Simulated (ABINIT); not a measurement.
# BN (F-43m) in ABINIT: a series of runs

Aim: see how the results for BN move with the level of theory and the settings. Levels: BLYP, AM05, r2SCAN, SCAN. Tasks: band structure.

Program: ABINIT 10.8.3 (patched build). These are calculated values, not measurements. Logs are shortened: lines on timing, memory, paths and dates and some standing lists are left out, and cuts for length are marked. The log counts tension as positive stress, the text compression.

**The experiment to reproduce.**

A printed reference work, monograph reports, for a bulk crystal of BN at 300 K: band gap 6.4 eV (indirect).

The results are compared with them further down.

### Step 1. Starting point

Symmetry: F-43m, No. 216, cubic system. Conventional cell: a = 3.626 Å, b = 3.626 Å, c = 3.626 Å, α = 90.00°, β = 90.00°, γ = 90.00°. N (site symmetry -43m) has 4 B at 1.57 Å as nearest neighbours. B (site symmetry -43m) has 4 N at 1.57 Å as nearest neighbours.

The cell is a database's computed one.

### Step 2. Band structure, BLYP

run.abi

```
ndtset 2

pp_dirpath "./"
pseudos "N.GGA_PBE-JTH.xml, B.GGA_PBE-JTH.xml"

acell 3*1.0
rprim
     0.0000000000     3.4260753537     3.4260753537
     3.4260753537     0.0000000000     3.4260753537
     3.4260753537     3.4260753537     0.0000000000
ntypat 2
znucl 7 5
natom 2
typat 1 2
xcart
     0.9065005000     0.9065005000     0.9065005000
     0.0000000000     0.0000000000     0.0000000000 Angstrom

ecut 843.552974 eV
pawecutdg 53.0
pawxcdev 0

ixc -106131

occopt 3
tsmear 0.05 eV

nstep 100

iomode 3
prtwf 0
prteig 0
prtebands 0
enunit 1
prtden1 1

kptopt1 1
ngkpt1 13 13 13
nshiftk1 1
shiftk1 0.0 0.0 0.0
nband1 8
tolvrs1 1.0e-9

iscf2 -2
getden2 1
nband2 14
nbdbuf2 4
tolwfr2 1.0e-11
kptopt2 -9
ndivsm2 8
prteig2 1
kptbounds2
     0.0000000000     0.0000000000     0.0000000000
     0.5000000000     0.0000000000     0.5000000000
     0.5000000000     0.2500000000     0.7500000000
     0.3750000000     0.3750000000     0.7500000000
     0.0000000000     0.0000000000     0.0000000000
     0.5000000000     0.5000000000     0.5000000000
     0.6250000000     0.2500000000     0.6250000000
     0.5000000000     0.2500000000     0.7500000000
     0.5000000000     0.5000000000     0.5000000000
     0.3750000000     0.3750000000     0.7500000000
```

Potentials or basis: JTH PAW PBE v2.0.

The run is started by

```
> abinit run.abi > log 2>&1
```

run.abo:

```text
.Version 10.8.3 of ABINIT
 DATASET    1 : space group F-4 3 m (#216); Bravais cF (face-center cubic)
================================================================================
 Values of the parameters that define the memory need for DATASET  1.
     intxc =       0    ionmov =       0      iscf =      17    lmnmax =       8
     lnmax =       4     mgfft =      27  mpssoang =       2    mqgrid =    3001
     natom =       2  nloc_mem =       2    nspden =       1   nspinor =       1
    nsppol =       1      nsym =      24    n1xccc =       1    ntypat =       2
    occopt =       3   xclevel =       2
       mpw =         676          nfft =       19683          nkpt =          84
 PAW method is used; the additional fine FFT grid is defined by:
   mgfftf=        32    nfftf =     32768
================================================================================
================================================================================

 DATASET    2 : space group F-4 3 m (#216); Bravais cF (face-center cubic)
================================================================================
 Values of the parameters that define the memory need for DATASET  2.
     intxc =       0    ionmov =       0      iscf =      -2    lmnmax =       8
     lnmax =       4     mgfft =      27  mpssoang =       2    mqgrid =    3001
     natom =       2  nloc_mem =       2    nspden =       1   nspinor =       1
    nsppol =       1      nsym =      24    n1xccc =       1    ntypat =       2
    occopt =       3   xclevel =       2
       mpw =         684          nfft =       19683          nkpt =         139
 PAW method is used; the additional fine FFT grid is defined by:
   mgfftf=        32    nfftf =     32768
================================================================================
================================================================================

--------------------------------------------------------------------------------
------------- Echo of variables that govern the present computation ------------
--------------------------------------------------------------------------------
 -outvars: echo values of preprocessed input variables --------
            acell      1.0000000000E+00  1.0000000000E+00  1.0000000000E+00 Bohr
              amu      1.40067400E+01  1.08110000E+01
             ecut      3.10000000E+01 Hartree
           enunit           1
           getden1          0
           getden2          1
             iscf1         17
             iscf2         -2
                       outvar_i_n : Printing only first  50 k-points.
              ixc     -106131
           jdtset        1    2
                       outvar_i_n : Printing only first  50 k-points.
           kptopt1          1
           kptopt2         -9
         kptrlatt       13    0    0      0   13    0      0    0   13
          kptrlen1     6.29876290E+01
          kptrlen2     3.00000000E+01
            natom           2
            nband1          8
            nband2         14
           nbdbuf1          0
           nbdbuf2          4
           ndtset           2
           ndivsm1          0
           ndivsm2          8
            ngfft          27      27      27
          ngfftdg          32      32      32
             nkpt1         84
             nkpt2        139
            nstep         100
             nsym          24
           ntypat           2
                       prtocc : prtvol=0, do not print more k-points.
           occopt           3
        pawecutdg      5.30000000E+01 Hartree
         pawxcdev           0
        prtebands           0
           prteig1          0
           prteig2          1
            prtwf           0
            rprim      0.0000000000E+00  3.4260753537E+00  3.4260753537E+00
                       3.4260753537E+00  0.0000000000E+00  3.4260753537E+00
                       3.4260753537E+00  3.4260753537E+00  0.0000000000E+00
           shiftk1     0.00000000E+00  0.00000000E+00  0.00000000E+00
           shiftk2     5.00000000E-01  5.00000000E-01  5.00000000E-01
          spgroup         216
           tolvrs1     1.00000000E-09
           tolvrs2     0.00000000E+00
           tolwfr1     0.00000000E+00
           tolwfr2     1.00000000E-11
           tsmear      1.83746611E-03 Hartree
            typat      1  2
           useylm           1
                       outvars : Printing only first  50 k-points.
           xangst      9.0650050000E-01  9.0650050000E-01  9.0650050000E-01
                       6.0774285567E-10  6.0774285567E-10  6.0774285567E-10
            xcart      1.7130376780E+00  1.7130376780E+00  1.7130376780E+00
                       1.1484675522E-09  1.1484675522E-09  1.1484675522E-09
             xred      2.5000000017E-01  2.5000000017E-01  2.5000000017E-01
                       1.6760687283E-10  1.6760687283E-10  1.6760687283E-10
            znucl        7.00000    5.00000

================================================================================

 chkinp: Checking input parameters for consistency, jdtset=   1.

[... 205 lines left out ...]

 Real(R)+Recip(G) space primitive vectors, cartesian coordinates (Bohr,Bohr^-1):
 R(1)=  0.0000000  3.4260754  3.4260754  G(1)= -0.1459396  0.1459396  0.1459396
 R(2)=  3.4260754  0.0000000  3.4260754  G(2)=  0.1459396 -0.1459396  0.1459396
 R(3)=  3.4260754  3.4260754  0.0000000  G(3)=  0.1459396  0.1459396 -0.1459396
 Unit cell volume ucvol=  8.0430492E+01 bohr^3
 Angles (23,13,12)=  6.00000000E+01  6.00000000E+01  6.00000000E+01 degrees

 Coarse grid specifications (used for wave-functions):

 getcut: wavevector=  0.0000  0.0000  0.0000  ngfft=  27  27  27
         ecut(hartree)=     31.000   => boxcut(ratio)=   2.14416

 Fine grid specifications (used for densities):

 getcut: wavevector=  0.0000  0.0000  0.0000  ngfft=  32  32  32
         ecut(hartree)=     53.000   => boxcut(ratio)=   2.01528
--------------------------------------------------------------------------------

================================================================================
 Non-SCF case, kpt    1 (  0.00000  0.00000  0.00000), residuals and eigenvalues=
  9.20E-12  9.10E-12  5.73E-12  7.34E-12  9.17E-13  1.84E-12  5.26E-12  6.35E-12
  4.72E-12  5.38E-12  4.18E-12  5.89E-12  3.96E-12  1.81E-10
 -4.0589E-01  3.2622E-01  3.2622E-01  3.2622E-01  6.5217E-01  6.5217E-01
  6.5217E-01  7.1240E-01  1.2419E+00  1.3548E+00  1.3548E+00  1.3822E+00
  1.3822E+00  1.3822E+00
 Non-SCF case, kpt    2 (  0.02174  0.00000  0.02174), residuals and eigenvalues=
  9.98E-12  8.42E-13  5.24E-12  4.97E-12  1.70E-12  5.23E-12  4.38E-12  3.51E-12
  9.23E-12  5.86E-12  5.93E-12  2.38E-12  1.78E-11  3.46E-10
 -4.0534E-01  3.2470E-01  3.2477E-01  3.2477E-01  6.5124E-01  6.5409E-01
  6.5409E-01  7.1414E-01  1.2411E+00  1.3227E+00  1.3556E+00  1.3837E+00
[... 809 lines left out ...]
  8.8158E-01  9.1607E-01  1.0121E+00  1.3017E+00  1.3038E+00  1.6079E+00
  1.7841E+00  1.8613E+00
 Non-SCF case, kpt  138 (  0.38393  0.38393  0.73214), residuals and eigenvalues=
  4.23E-12  2.31E-12  2.08E-12  1.08E-12  2.97E-12  7.49E-12  8.90E-12  6.35E-13
  8.48E-12  8.22E-12  8.14E-12  6.76E-11  4.07E-07  6.00E-07
 -2.0565E-01  3.0645E-02  5.7017E-02  1.8462E-01  5.9961E-01  8.1879E-01
  8.9440E-01  9.2861E-01  1.0111E+00  1.3010E+00  1.3162E+00  1.6227E+00
  1.7895E+00  1.8739E+00
 Non-SCF case, kpt  139 (  0.37500  0.37500  0.75000), residuals and eigenvalues=
  3.91E-12  1.45E-12  2.29E-12  6.20E-12  2.28E-12  2.61E-12  4.98E-12  5.33E-12
  5.92E-12  2.06E-12  4.93E-12  4.76E-10  4.27E-07  2.27E-04
 -2.0359E-01  3.4750E-02  5.3862E-02  1.8017E-01  5.9195E-01  8.0353E-01
  9.0474E-01  9.3630E-01  1.0162E+00  1.3001E+00  1.3324E+00  1.6276E+00
  1.7888E+00  1.8919E+00

--- !ResultsGS
iteration_state: {dtset: 2, }
comment   : Summary of ground state results
lattice_vectors:
- [  0.0000000,   3.4260754,   3.4260754, ]
- [  3.4260754,   0.0000000,   3.4260754, ]
- [  3.4260754,   3.4260754,   0.0000000, ]
lattice_lengths: [   4.84520,    4.84520,    4.84520, ]
lattice_angles: [ 60.000,  60.000,  60.000, ] # degrees, (23, 13, 12)
lattice_volume:   8.0430492E+01
convergence: {deltae:  0.000E+00, res2:  0.000E+00, residm:  9.992E-12, diffor:  0.000E+00, }
etotal    :  -1.29519356E+01
entropy   :   0.00000000E+00
fermie    :   3.77213847E-01
cartesian_stress_tensor: null
pressure_GPa: null
xred      :
- [  2.5000E-01,   2.5000E-01,   2.5000E-01,  N]
- [  1.6761E-10,   1.6761E-10,   1.6761E-10,  B]
cartesian_forces: null
force_length_stats: {min: null, max: null, mean: null, }
...

 Integrated electronic density in atomic spheres:
 ------------------------------------------------
 Atom  Sphere_radius  Integrated_density
    1        1.20497          2.74475604
    2        1.70617          2.05201026

================================================================================

 ----iterations are completed or convergence reached----

 Mean square residual over all n,k,spin=   35.982E-13; max=  99.923E-13
 reduced coordinates (array xred) for    2 atoms
       0.250000000168      0.250000000168      0.250000000168
       0.000000000168      0.000000000168      0.000000000168

 cartesian coordinates (angstrom) at end:
    1      0.90650050000000     0.90650050000000     0.90650050000000
    2      0.00000000060774     0.00000000060774     0.00000000060774
 length scales=  1.000000000000  1.000000000000  1.000000000000 bohr
              =  0.529177210544  0.529177210544  0.529177210544 angstroms
 Eigenvalues (   eV  ) for nkpt= 139  k points:
 kpt#   1, nband= 14, wtk=  1.00000, kpt=  0.0000  0.0000  0.0000 (reduced coord)
 -11.04496    8.87682    8.87682    8.87682   17.74654   17.74654   17.74654   19.38545
  33.79321   36.86734   36.86734   37.61135   37.61135   37.61135
 kpt#   2, nband= 14, wtk=  1.00000, kpt=  0.0217  0.0000  0.0217 (reduced coord)
 -11.02987    8.83542    8.83749    8.83749   17.72127   17.79859   17.79859   19.43287
  33.77299   35.99246   36.88872   37.65167   37.65167   38.48162
 kpt#   3, nband= 14, wtk=  1.00000, kpt=  0.0435  0.0000  0.0435 (reduced coord)
 -10.98465    8.71330    8.72276    8.72276   17.65054   17.95143   17.95143   19.56704
  33.60677   35.00576   36.95288   37.77250   37.77250   39.54440
 kpt#   4, nband= 14, wtk=  1.00000, kpt=  0.0652  0.0000  0.0652 (reduced coord)
 -10.90942    8.51616    8.54142    8.54142   17.54485   18.19599   18.19599   19.76868
  32.93814   34.57307   37.05980   37.97338   37.97338   40.46117
 kpt#   5, nband= 14, wtk=  1.00000, kpt=  0.0870  0.0000  0.0870 (reduced coord)
 -10.80440    8.25229    8.30583    8.30583   17.41314   18.51972   18.51972   20.01497
  31.91556   34.58287   37.20949   38.25353   38.25353   41.19545
 kpt#   6, nband= 14, wtk=  1.00000, kpt=  0.1087  0.0000  0.1087 (reduced coord)
 -10.66991    7.93089    8.02919    8.02919   17.26082   18.90885   18.90885   20.28186
[... 386 lines left out ...]
  -5.97410   -0.04737    2.88375    5.50531   17.07559   22.95732   23.13022   24.30457
  28.00688   35.09963   35.42999   42.23508   47.86795   50.55348
 kpt# 136, nband= 14, wtk=  1.00000, kpt=  0.4018  0.4018  0.6964 (reduced coord)
  -5.82694    0.24227    2.37142    5.32795   16.80125   22.93097   23.58216   24.54928
  27.71265   35.24156   35.42985   43.08853   48.25994   50.54217
 kpt# 137, nband= 14, wtk=  1.00000, kpt=  0.3929  0.3929  0.7143 (reduced coord)
  -5.69658    0.54537    1.91286    5.16646   16.54767   22.65854   23.98911   24.92754
  27.53942   35.42079   35.47846   43.75408   48.54724   50.64849
 kpt# 138, nband= 14, wtk=  1.00000, kpt=  0.3839  0.3839  0.7321 (reduced coord)
  -5.59597    0.83390    1.55152    5.02390   16.31625   22.28051   24.33785   25.26885
  27.51282   35.40248   35.81640   44.15477   48.69573   50.99165
 kpt# 139, nband= 14, wtk=  1.00000, kpt=  0.3750  0.3750  0.7500 (reduced coord)
  -5.53986    0.94560    1.46566    4.90278   16.10772   21.86508   24.61917   25.47790
  27.65267   35.37696   36.25558   44.28969   48.67576   51.48091

== END DATASET(S) ==============================================================
================================================================================

 -outvars: echo values of variables after computation  --------
            acell      1.0000000000E+00  1.0000000000E+00  1.0000000000E+00 Bohr
           etotal1    -1.2951935614E+01
            fcart1     9.8240878599E-30  9.8240878599E-30 -2.9472263580E-29
                      -9.8240878599E-30 -9.8240878599E-30  2.9472263580E-29
            rprim      0.0000000000E+00  3.4260753537E+00  3.4260753537E+00
                       3.4260753537E+00  0.0000000000E+00  3.4260753537E+00
                       3.4260753537E+00  3.4260753537E+00  0.0000000000E+00
           strten1    -1.9693816794E-04 -1.9693816794E-04 -1.9693816794E-04
                       0.0000000000E+00  0.0000000000E+00  0.0000000000E+00
           xangst      9.0650050000E-01  9.0650050000E-01  9.0650050000E-01
                       6.0774285567E-10  6.0774285567E-10  6.0774285567E-10
             xred      2.5000000017E-01  2.5000000017E-01  2.5000000017E-01
                       1.6760687283E-10  1.6760687283E-10  1.6760687283E-10
 Calculation completed.
```

It took 31 s on 1 thread of Arm Neoverse V1, shared host; peak memory 0.11 GiB.

What came out:

```
Free energy                                           : -352.4401 eV
Pressure                                              : 5.8 GPa
Band gap on the k mesh                                : 4.93 eV, indirect (least direct gap 8.87 eV)
Band gap along the path                               : 4.86 eV, indirect (least direct gap 8.87 eV)
Valence electrons inside the program's atomic spheres : N 2.74; B 2.05
```

Levels at the corners of the path, in eV from the valence-band top:
| point | band 1 | band 2 | band 3 | band 4 | band 5 | band 6 | band 7 | band 8 |
| --- | --- | --- | --- | --- | --- | --- | --- | --- |
| Γ | -19.92 | 0.00 | 0.00 | 0.00 | 8.87 | 8.87 | 8.87 | 10.51 |
| X | -14.49 | -8.69 | -4.78 | -4.78 | 4.86 | 9.47 | 17.77 | 17.77 |
| W | -14.20 | -7.42 | -6.74 | -6.28 | 9.86 | 13.33 | 14.58 | 14.66 |
| K | -14.42 | -7.93 | -7.41 | -3.97 | 7.23 | 12.99 | 15.74 | 16.60 |
| Γ | -19.92 | 0.00 | 0.00 | 0.00 | 8.87 | 8.87 | 8.87 | 10.51 |
| L | -15.82 | -10.39 | -1.90 | -1.90 | 10.25 | 10.81 | 10.81 | 15.43 |
| U | -14.42 | -7.93 | -7.41 | -3.97 | 7.23 | 12.99 | 15.74 | 16.60 |
| W | -14.20 | -7.42 | -6.74 | -6.28 | 9.86 | 13.33 | 14.58 | 14.66 |
| L | -15.82 | -10.39 | -1.90 | -1.90 | 10.25 | 10.81 | 10.81 | 15.43 |
| K | -14.42 | -7.93 | -7.41 | -3.97 | 7.23 | 12.99 | 15.74 | 16.60 |

Caveat: the PAW data sets were made with another functional, which shifts forces and pressure a little.

### Step 3. Band structure, AM05

run.abi: that of step 2 with these lines changed.

```diff
@@ -22,3 +22,3 @@
 
-ixc -106131
+ixc -120135
```

Potentials or basis: JTH PAW PBE v2.0.

The run is started by

```
> abinit run.abi > log 2>&1
```

run.abo:

```text
.Version 10.8.3 of ABINIT
 DATASET    1 : space group F-4 3 m (#216); Bravais cF (face-center cubic)
================================================================================
 Values of the parameters that define the memory need for DATASET  1.
     intxc =       0    ionmov =       0      iscf =      17    lmnmax =       8
     lnmax =       4     mgfft =      27  mpssoang =       2    mqgrid =    3001
     natom =       2  nloc_mem =       2    nspden =       1   nspinor =       1
    nsppol =       1      nsym =      24    n1xccc =       1    ntypat =       2
    occopt =       3   xclevel =       2
       mpw =         676          nfft =       19683          nkpt =          84
 PAW method is used; the additional fine FFT grid is defined by:
   mgfftf=        32    nfftf =     32768
================================================================================
================================================================================

 DATASET    2 : space group F-4 3 m (#216); Bravais cF (face-center cubic)
[... 1601 lines left out ...]
 kpt# 139, nband= 14, wtk=  1.00000, kpt=  0.3750  0.3750  0.7500 (reduced coord)
  -5.89498    0.42908    0.85438    4.46665   15.27510   21.23592   24.18959   25.04874
  26.97845   34.91917   35.47552   43.46948   48.05215   50.57727

== END DATASET(S) ==============================================================
================================================================================

 -outvars: echo values of variables after computation  --------
            acell      1.0000000000E+00  1.0000000000E+00  1.0000000000E+00 Bohr
           etotal1    -1.2907125857E+01
            fcart1    -0.0000000000E+00 -0.0000000000E+00 -0.0000000000E+00
                      -0.0000000000E+00 -0.0000000000E+00 -0.0000000000E+00
            rprim      0.0000000000E+00  3.4260753537E+00  3.4260753537E+00
                       3.4260753537E+00  0.0000000000E+00  3.4260753537E+00
                       3.4260753537E+00  3.4260753537E+00  0.0000000000E+00
           strten1     2.2960537584E-04  2.2960537584E-04  2.2960537584E-04
                       0.0000000000E+00  0.0000000000E+00  0.0000000000E+00
           xangst      9.0650050000E-01  9.0650050000E-01  9.0650050000E-01
                       6.0774285567E-10  6.0774285567E-10  6.0774285567E-10
             xred      2.5000000017E-01  2.5000000017E-01  2.5000000017E-01
                       1.6760687283E-10  1.6760687283E-10  1.6760687283E-10
 Calculation completed.
```

Wall time 33 s (1 thread of Arm Neoverse V1, shared host); peak memory 0.11 GiB.

Results:

```
Free energy                                           : -351.2208 eV
Pressure                                              : -6.8 GPa
Band gap on the k mesh                                : 4.35 eV, indirect (least direct gap 8.68 eV)
Band gap along the path                               : 4.28 eV, indirect (least direct gap 8.68 eV)
Valence electrons inside the program's atomic spheres : N 2.70; B 2.04
```

Levels at the corners of the path, in eV from the valence-band top:
```csv
point,band 1,band 2,band 3,band 4,band 5,band 6,band 7,band 8
Γ,-20.13,0.00,0.00,0.00,8.68,8.68,8.68,10.18
X,-14.53,-8.91,-4.91,-4.91,4.28,9.05,17.73,17.73
W,-14.21,-7.57,-6.99,-6.54,9.40,13.15,14.28,14.50
K,-14.44,-8.12,-7.69,-4.08,6.73,12.69,15.64,16.50
Γ,-20.13,0.00,0.00,0.00,8.68,8.68,8.68,10.18
L,-15.90,-10.71,-1.94,-1.94,10.00,10.55,10.55,14.99
U,-14.44,-8.12,-7.69,-4.08,6.73,12.69,15.64,16.50
W,-14.21,-7.57,-6.99,-6.54,9.40,13.15,14.28,14.50
L,-15.90,-10.71,-1.94,-1.94,10.00,10.55,10.55,14.99
K,-14.44,-8.12,-7.69,-4.08,6.73,12.69,15.64,16.50
```

Caveat: the PAW data sets were made with another functional, which shifts forces and pressure a little.

(Continued in part 2 of 2.)
